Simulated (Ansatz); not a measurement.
The system is NiO.

```
Ni O
1.0
     0.00000    2.08590    2.08590
     2.08590    0.00000    2.08590
     2.08590    2.08590    0.00000
Ni O
1 1
Direct
  0.00000 0.00000 0.00000
  0.50000 0.50000 0.50000
```

Program: Ansatz 0.2.0. Alike in all runs: potentials or basis Ansatz PAW; spin collinear, ferromagnetic start; cell as given.

Order these runs on this cell by their pressure, lowest first.
A. level BLYP; k mesh 11 × 11 × 11; cutoff (eV) 420; smearing fermi-dirac 0.05 eV; points for each segment of the path 14; mesh quality not flagged
B. level revPBE; k mesh 11 × 11 × 11; cutoff (eV) 420; smearing fermi-dirac 0.05 eV; points for each segment of the path 14; mesh quality not flagged
C. level r2SCANh; k mesh 6 × 6 × 6; cutoff (eV) 500; smearing fermi-dirac 0.05 eV; points for each segment of the path 4; mesh quality coarse
D. level PBE; k mesh 11 × 11 × 11; cutoff (eV) 420; smearing gaussian 0.029 eV; mesh quality not flagged

C (1.5 GPa), D (6.3 GPa), B (11.2 GPa), A (13.6 GPa).

Caveats: some runs use coarse meshes; a cell with one magnetic atom can't hold antiferromagnetic order, which such compounds often take; the PAW data sets come from PBE, with cores solved anew for the run's functional, which leaves a small shift of forces and pressure (some runs); the magnetic or orbital state may not be the lowest (some runs); the thresholds are loose for stress (some runs).
